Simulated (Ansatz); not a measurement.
Geometry optimisation in Ansatz: input, command and trajectory.

```yaml
crystal:
  lattice:
    - [16.6, 0.0, 0.0]
    - [0.0, 15.9, 0.0]
    - [0.0, 0.0, 9.9512979674]
  atoms:
    - { symbol: Ga, position: [0.5014198931, 0.5, 0.0] }
    - { symbol: As, position: [0.5720687915, 0.627754729, 0.0833333333] }
    - { symbol: As, position: [0.4307709948, 0.372245271, 0.4166666667] }
    - { symbol: Ga, position: [0.3601220965, 0.5, 0.3333333333] }
    - { symbol: Ga, position: [0.6427176898, 0.5, 0.6666666667] }
    - { symbol: As, position: [0.5720687915, 0.372245271, 0.0833333333] }
    - { symbol: As, position: [0.4307709948, 0.627754729, 0.4166666667] }
    - { symbol: Ga, position: [0.5720687915, 0.372245271, 0.3333333333] }
    - { symbol: Ga, position: [0.4307709948, 0.627754729, 0.6666666667] }
    - { symbol: As, position: [0.3601220965, 0.5, 0.0833333333] }
    - { symbol: As, position: [0.6427176898, 0.5, 0.4166666667] }
    - { symbol: Ga, position: [0.5720687915, 0.627754729, 0.3333333333] }
    - { symbol: Ga, position: [0.4307709948, 0.372245271, 0.6666666667] }
    - { symbol: As, position: [0.5014198931, 0.5, 0.75] }
    - { symbol: H, position: [0.5289040402, 0.7058097481, 0.0324187021] }
    - { symbol: H, position: [0.6583982941, 0.627754729, 0.0324187021] }
    - { symbol: H, position: [0.3876062435, 0.2941902519, 0.3657520354] }
    - { symbol: H, position: [0.2709528076, 0.5, 0.385922788] }
    - { symbol: H, position: [0.6873023342, 0.4193773816, 0.7192561213] }
    - { symbol: H, position: [0.6873023342, 0.5806226184, 0.7192561213] }
    - { symbol: H, position: [0.5289040402, 0.2941902519, 0.0324187021] }
    - { symbol: H, position: [0.6583982941, 0.372245271, 0.0324187021] }
    - { symbol: H, position: [0.3876062435, 0.7058097481, 0.3657520354] }
    - { symbol: H, position: [0.6166534359, 0.2916226526, 0.385922788] }
    - { symbol: H, position: [0.3416017059, 0.627754729, 0.7192561213] }
    - { symbol: H, position: [0.4753556392, 0.7083773474, 0.7192561213] }
    - { symbol: H, position: [0.3169573452, 0.4219449809, 0.0324187021] }
    - { symbol: H, position: [0.3169573452, 0.5780550191, 0.0324187021] }
    - { symbol: H, position: [0.7290471924, 0.5, 0.3657520354] }
    - { symbol: H, position: [0.6166534359, 0.7083773474, 0.385922788] }
    - { symbol: H, position: [0.3416017059, 0.372245271, 0.7192561213] }
    - { symbol: H, position: [0.4753556392, 0.2916226526, 0.7192561213] }
basis:
  ecutwfc: 420
kpoints:
  mp_grid: { grid: [1, 1, 6] }
hamiltonian:
  xc: pbe
scf:
  occupations: { method: gaussian, width: 0.05 }
output:
  forces: true
  stress: true
  eigenvalues: true
  populations: true
  write_density: true
  write_potential: true
  elf: true
  volumetric_format: npy
relax:
  adjacent_minimum: "off"
  f_tol: 0.02
  max_steps: 45
  cell: { fix: [a, b, alpha, beta, gamma], stress_tol: 0.03 }
```

```bash
ansatz run input.yaml --threads 4 --pin off --max-ram 11264MiB --backend cpu --events-out ev --progress --plain --runs-dir out
```

All numbers below come from DFT PBE, scalar-relativistic, plane waves, PAW in Ansatz 0.2.0.

Of 8 frames 6 are shown, positions in Å and forces in eV/Å; the SCF threshold varies from step to step. Steps run on the plane waves of an earlier cell, with a Pulay correction in the pressure. The basis is chosen afresh for the last frame, the zero of the energies, and can be on the way; energy and pressure step there, also at an unchanged geometry.

```xyz
32
Lattice="16.6000 0.0000 0.0000 0.0000 15.9000 0.0000 0.0000 0.0000 9.9513" Properties=species:S:1:pos:R:3:forces:R:3 pbc="T T T" step=1 free_energy_over_end_meV_per_atom=39.21 pressure_GPa=-0.06
Ga    8.3236    7.9500    0.0000    0.0010    0.0000   -1.5500
As    9.4963    9.9813    0.8293   -0.2730   -0.4740    0.6480
As    7.1508    5.9187    4.1464    0.4550    0.7880   -0.1880
Ga    5.9780    7.9500    3.3171   -0.6250    0.0000    0.4980
Ga   10.6691    7.9500    6.6342    0.3620    0.0000    0.8220
As    9.4963    5.9187    0.8293   -0.2730    0.4740    0.6480
As    7.1508    9.9813    4.1464    0.4550   -0.7880   -0.1880
Ga    9.4963    5.9187    3.3171    0.3140   -0.5420    0.4980
Ga    7.1508    9.9813    6.6342   -0.1790    0.3120    0.8220
As    5.9780    7.9500    0.8293    0.5470    0.0000    0.6480
As   10.6691    7.9500    4.1464   -0.9100    0.0000   -0.1890
Ga    9.4963    9.9813    3.3171    0.3140    0.5420    0.4980
Ga    7.1508    5.9187    6.6342   -0.1790   -0.3120    0.8220
As    8.3236    7.9500    7.4635   -0.0010    0.0000   -0.6830
H     8.7798   11.2224    0.3226    0.3440   -0.1150   -0.2600
H    10.9294    9.9813    0.3226   -0.2720    0.2400   -0.2590
H     6.4343    4.6776    3.6397    0.0340    0.0590   -0.0940
H     4.4978    7.9500    3.8404   -0.0460    0.0000   -0.1080
H    11.4092    6.6681    7.1575   -0.0440   -0.2810   -0.1570
H    11.4092    9.2319    7.1575   -0.0440    0.2810   -0.1570
H     8.7798    4.6776    0.3226    0.3440    0.1150   -0.2600
H    10.9294    5.9187    0.3226   -0.2720   -0.2400   -0.2590
H     6.4343   11.2224    3.6397    0.0340   -0.0590   -0.0940
H    10.2364    4.6368    3.8404    0.0220   -0.0390   -0.1080
H     5.6706    9.9813    7.1575   -0.2230   -0.1780   -0.1570
H     7.8909   11.2632    7.1575    0.2650    0.1030   -0.1570
H     5.2615    6.7089    0.3226   -0.0720    0.3550   -0.2590
H     5.2615    9.1911    0.3226   -0.0720   -0.3550   -0.2590
H    12.1022    7.9500    3.6397   -0.0690    0.0000   -0.0940
H    10.2364   11.2632    3.8404    0.0220    0.0390   -0.1080
H     5.6706    5.9187    7.1575   -0.2230    0.1780   -0.1570
H     7.8909    4.6368    7.1575    0.2650   -0.1030   -0.1570
32
Lattice="16.6000 0.0000 0.0000 0.0000 15.9000 0.0000 0.0000 0.0000 9.9462" Properties=species:S:1:pos:R:3:forces:R:3 pbc="T T T" step=2 free_energy_over_end_meV_per_atom=6.07 pressure_GPa=-0.05
Ga    8.3237    7.9500   -0.1947    0.0000    0.0000   -0.4750
As    9.4610    9.9200    0.8840   -0.0830   -0.1450   -0.0440
As    7.1962    5.9973    4.1651    0.0520    0.0900    0.0120
Ga    5.9027    7.9500    3.3754   -0.0460    0.0000    0.2360
Ga   10.7222    7.9500    6.6913    0.3300    0.0000    0.2680
As    9.4610    5.9800    0.8840   -0.0830    0.1450   -0.0440
As    7.1962    9.9027    4.1651    0.0520   -0.0900    0.0120
Ga    9.5341    5.8535    3.3754    0.0230   -0.0400    0.2360
Ga    7.1243   10.0272    6.6913   -0.1650    0.2850    0.2680
As    6.0488    7.9500    0.8840    0.1670    0.0000   -0.0440
As   10.5784    7.9500    4.1652   -0.1040    0.0000    0.0120
Ga    9.5341   10.0465    3.3754    0.0230    0.0400    0.2360
Ga    7.1243    5.8728    6.6913   -0.1650   -0.2850    0.2680
As    8.3236    7.9500    7.3141    0.0000    0.0000   -0.0610
H     8.8298   11.1757    0.2906    0.1580   -0.1320   -0.0390
H    10.8640   10.0013    0.2907   -0.1940    0.0710   -0.0390
H     6.4766    4.7510    3.6396    0.0910    0.1590   -0.0030
H     4.4205    7.9500    3.8469   -0.1110    0.0000   -0.0420
H    11.4187    6.6123    7.1390   -0.0780   -0.0660   -0.0850
H    11.4187    9.2877    7.1390   -0.0780    0.0660   -0.0850
H     8.8298    4.7243    0.2906    0.1580    0.1320   -0.0390
H    10.8640    5.8987    0.2907   -0.1940   -0.0710   -0.0390
H     6.4766   11.1490    3.6396    0.0910   -0.1590   -0.0030
H    10.2750    4.5699    3.8469    0.0550   -0.0960   -0.0420
H     5.6175    9.9617    7.1390   -0.0180   -0.1010   -0.0850
H     7.9344   11.2993    7.1390    0.0960   -0.0350   -0.0850
H     5.2769    6.7756    0.2907    0.0350    0.2030   -0.0390
H     5.2769    9.1244    0.2907    0.0350   -0.2030   -0.0390
H    12.0175    7.9500    3.6396   -0.1830    0.0000   -0.0030
H    10.2750   11.3301    3.8469    0.0550    0.0960   -0.0420
H     5.6175    5.9383    7.1390   -0.0180    0.1010   -0.0850
H     7.9344    4.6007    7.1390    0.0960    0.0350   -0.0850
32
Lattice="16.6000 0.0000 0.0000 0.0000 15.9000 0.0000 0.0000 0.0000 9.9550" Properties=species:S:1:pos:R:3:forces:R:3 pbc="T T T" step=4 free_energy_over_end_meV_per_atom=0.20 pressure_GPa=0.00
Ga    8.3238    7.9500   -0.2957    0.0000    0.0000    0.0110
As    9.4252    9.8579    0.8979   -0.0110   -0.0200   -0.0340
As    7.2111    6.0230    4.2187   -0.0180   -0.0320    0.0400
Ga    5.8940    7.9500    3.4231    0.0390    0.0000    0.0100
Ga   10.7747    7.9500    6.7517    0.0260    0.0000    0.0190
As    9.4252    6.0421    0.8979   -0.0110    0.0200   -0.0340
As    7.2111    9.8770    4.2187   -0.0180    0.0320    0.0400
Ga    9.5386    5.8458    3.4231   -0.0190    0.0330    0.0100
Ga    7.0979   10.0727    6.7517   -0.0130    0.0220    0.0190
As    6.1207    7.9500    0.8979    0.0230    0.0000   -0.0340
As   10.5488    7.9500    4.2188    0.0370    0.0000    0.0400
Ga    9.5386   10.0542    3.4231   -0.0190   -0.0330    0.0100
Ga    7.0979    5.8273    6.7517   -0.0130   -0.0220    0.0190
As    8.3235    7.9500    7.2625    0.0000    0.0000   -0.0510
H     8.8422   11.1141    0.2742   -0.0030    0.0100    0.0090
H    10.8047    9.9812    0.2742    0.0110    0.0020    0.0090
H     6.5065    4.8029    3.6382    0.0020    0.0030   -0.0250
H     4.3754    7.9500    3.7822    0.0030    0.0000   -0.0070
H    11.4063    6.5685    7.1437   -0.0130    0.0290   -0.0040
H    11.4063    9.3315    7.1437   -0.0130   -0.0290   -0.0040
H     8.8422    4.7859    0.2742   -0.0030   -0.0100    0.0090
H    10.8047    5.9188    0.2742    0.0110   -0.0020    0.0090
H     6.5065   11.0971    3.6382    0.0020   -0.0030   -0.0250
H    10.2975    4.5307    3.7824   -0.0020    0.0030   -0.0070
H     5.5855    9.9292    7.1434    0.0320    0.0030   -0.0040
H     7.9781   11.3107    7.1436   -0.0180   -0.0260   -0.0040
H     5.3242    6.8170    0.2743   -0.0070   -0.0080    0.0090
H     5.3242    9.0830    0.2743   -0.0070    0.0080    0.0090
H    11.9576    7.9500    3.6383   -0.0040    0.0000   -0.0250
H    10.2975   11.3693    3.7824   -0.0020   -0.0030   -0.0070
H     5.5855    5.9708    7.1434    0.0320   -0.0030   -0.0040
H     7.9781    4.5893    7.1436   -0.0180    0.0260   -0.0040
32
Lattice="16.6000 0.0000 0.0000 0.0000 15.9000 0.0000 0.0000 0.0000 9.9458" Properties=species:S:1:pos:R:3:forces:R:3 pbc="T T T" step=5 free_energy_over_end_meV_per_atom=0.11 pressure_GPa=0.01
Ga    8.3238    7.9500   -0.3218    0.0000    0.0000   -0.0140
As    9.4209    9.8504    0.8921   -0.0120   -0.0210   -0.0320
As    7.2088    6.0191    4.2242   -0.0140   -0.0230   -0.0100
Ga    5.9088    7.9500    3.4185    0.0060    0.0000    0.0320
Ga   10.7854    7.9500    6.7534    0.0210    0.0000   -0.0020
As    9.4209    6.0496    0.8921   -0.0120    0.0210   -0.0320
As    7.2088    9.8809    4.2242   -0.0140    0.0230   -0.0100
Ga    9.5312    5.8586    3.4185   -0.0030    0.0050    0.0320
Ga    7.0925   10.0819    6.7534   -0.0100    0.0180   -0.0030
As    6.1294    7.9500    0.8922    0.0240    0.0000   -0.0320
As   10.5533    7.9500    4.2242    0.0270    0.0000   -0.0100
Ga    9.5312   10.0414    3.4185   -0.0030   -0.0050    0.0320
Ga    7.0925    5.8181    6.7534   -0.0100   -0.0180   -0.0030
As    8.3235    7.9500    7.2188    0.0000    0.0000    0.1150
H     8.8417   11.1131    0.2784   -0.0030    0.0130    0.0080
H    10.8040    9.9803    0.2784    0.0130    0.0040    0.0080
H     6.5106    4.8100    3.6163   -0.0110   -0.0190   -0.0230
H     4.3904    7.9500    3.7767   -0.0170    0.0000   -0.0160
H    11.4142    6.5689    7.1481   -0.0210    0.0240    0.0010
H    11.4142    9.3311    7.1481   -0.0210   -0.0240    0.0010
H     8.8417    4.7869    0.2784   -0.0030   -0.0130    0.0080
H    10.8040    5.9197    0.2784    0.0130   -0.0040    0.0080
H     6.5106   11.0900    3.6163   -0.0110    0.0190   -0.0230
H    10.2900    4.5436    3.7769    0.0090   -0.0150   -0.0160
H     5.5819    9.9362    7.1478    0.0310   -0.0060    0.0010
H     7.9737   11.3173    7.1482   -0.0100   -0.0300    0.0010
H     5.3254    6.8171    0.2785   -0.0100   -0.0090    0.0080
H     5.3254    9.0829    0.2785   -0.0100    0.0090    0.0080
H    11.9495    7.9500    3.6164    0.0220    0.0000   -0.0230
H    10.2900   11.3564    3.7769    0.0090    0.0150   -0.0160
H     5.5819    5.9638    7.1478    0.0310    0.0060    0.0010
H     7.9737    4.5827    7.1482   -0.0100    0.0300    0.0010
32
Lattice="16.6000 0.0000 0.0000 0.0000 15.9000 0.0000 0.0000 0.0000 9.9682" Properties=species:S:1:pos:R:3:forces:R:3 pbc="T T T" step=7 free_energy_over_end_meV_per_atom=0.01 pressure_GPa=0.00
Ga    8.3240    7.9500   -0.3230    0.0000    0.0000   -0.0040
As    9.4185    9.8459    0.8969   -0.0020   -0.0030   -0.0030
As    7.2048    6.0120    4.2332   -0.0010   -0.0010   -0.0030
Ga    5.9131    7.9500    3.4277   -0.0070    0.0000    0.0050
Ga   10.7836    7.9500    6.7656   -0.0010    0.0000    0.0060
As    9.4185    6.0541    0.8969   -0.0020    0.0030   -0.0030
As    7.2048    9.8880    4.2332   -0.0010    0.0010   -0.0030
Ga    9.5292    5.8623    3.4278    0.0040   -0.0060    0.0040
Ga    7.0932   10.0802    6.7656    0.0010   -0.0010    0.0060
As    6.1347    7.9500    0.8969    0.0030    0.0000   -0.0030
As   10.5615    7.9500    4.2333    0.0010    0.0000   -0.0030
Ga    9.5292   10.0377    3.4278    0.0040    0.0060    0.0040
Ga    7.0932    5.8198    6.7656    0.0010    0.0010    0.0060
As    8.3234    7.9500    7.2449    0.0000    0.0000    0.0010
H     8.8424   11.1157    0.2938    0.0000    0.0000    0.0010
H    10.8062    9.9821    0.2940    0.0010    0.0000    0.0010
H     6.5087    4.8065    3.6126    0.0000    0.0000   -0.0020
H     4.3874    7.9500    3.7592    0.0000    0.0000   -0.0010
H    11.4056    6.5700    7.1662    0.0000    0.0000   -0.0010
H    11.4056    9.3300    7.1662    0.0000    0.0000   -0.0010
H     8.8424    4.7843    0.2938    0.0000    0.0000    0.0010
H    10.8062    5.9179    0.2940    0.0010    0.0000    0.0010
H     6.5087   11.0935    3.6126    0.0000    0.0000   -0.0020
H    10.2917    4.5409    3.7594    0.0000    0.0000   -0.0010
H     5.5868    9.9291    7.1657    0.0000    0.0000   -0.0010
H     7.9766   11.3094    7.1664    0.0000    0.0000   -0.0010
H     5.3229    6.8163    0.2939    0.0000   -0.0010    0.0010
H     5.3229    9.0837    0.2939    0.0000    0.0010    0.0010
H    11.9536    7.9500    3.6129    0.0000    0.0000   -0.0020
H    10.2917   11.3591    3.7594    0.0000    0.0000   -0.0010
H     5.5868    5.9709    7.1657    0.0000    0.0000   -0.0010
H     7.9766    4.5906    7.1664    0.0000    0.0000   -0.0010
32
Lattice="16.6000 0.0000 0.0000 0.0000 15.9000 0.0000 0.0000 0.0000 9.9682" Properties=species:S:1:pos:R:3:forces:R:3 pbc="T T T" step=8 free_energy_over_end_meV_per_atom=0.00 pressure_GPa=0.00
Ga    8.3240    7.9500   -0.3230    0.0000    0.0000   -0.0040
As    9.4185    9.8459    0.8969   -0.0020   -0.0030   -0.0030
As    7.2048    6.0120    4.2332   -0.0010   -0.0010   -0.0030
Ga    5.9131    7.9500    3.4277   -0.0070    0.0000    0.0050
Ga   10.7836    7.9500    6.7656   -0.0010    0.0000    0.0060
As    9.4185    6.0541    0.8969   -0.0020    0.0030   -0.0030
As    7.2048    9.8880    4.2332   -0.0010    0.0010   -0.0030
Ga    9.5292    5.8623    3.4278    0.0040   -0.0060    0.0040
Ga    7.0932   10.0802    6.7656    0.0010   -0.0010    0.0060
As    6.1347    7.9500    0.8969    0.0030    0.0000   -0.0030
As   10.5615    7.9500    4.2333    0.0010    0.0000   -0.0030
Ga    9.5292   10.0377    3.4278    0.0040    0.0060    0.0040
Ga    7.0932    5.8198    6.7656    0.0010    0.0010    0.0060
As    8.3234    7.9500    7.2449    0.0000    0.0000    0.0010
H     8.8424   11.1157    0.2938    0.0000    0.0000    0.0010
H    10.8062    9.9821    0.2940    0.0010    0.0000    0.0010
H     6.5087    4.8065    3.6126    0.0000    0.0000   -0.0020
H     4.3874    7.9500    3.7592    0.0000    0.0000   -0.0010
H    11.4056    6.5700    7.1662    0.0000    0.0000   -0.0010
H    11.4056    9.3300    7.1662    0.0000    0.0000   -0.0010
H     8.8424    4.7843    0.2938    0.0000    0.0000    0.0010
H    10.8062    5.9179    0.2940    0.0010    0.0000    0.0010
H     6.5087   11.0935    3.6126    0.0000    0.0000   -0.0020
H    10.2917    4.5409    3.7594    0.0000    0.0000   -0.0010
H     5.5868    9.9291    7.1657    0.0000    0.0000   -0.0010
H     7.9766   11.3094    7.1664    0.0000    0.0000   -0.0010
H     5.3229    6.8163    0.2939    0.0000   -0.0010    0.0010
H     5.3229    9.0837    0.2939    0.0000    0.0010    0.0010
H    11.9536    7.9500    3.6129    0.0000    0.0000   -0.0020
H    10.2917   11.3591    3.7594    0.0000    0.0000   -0.0010
H     5.5868    5.9709    7.1657    0.0000    0.0000   -0.0010
H     7.9766    4.5906    7.1664    0.0000    0.0000   -0.0010
```

It took 18 min on 4 threads of Arm Neoverse N1 (shared host), peak memory 5.4 GiB.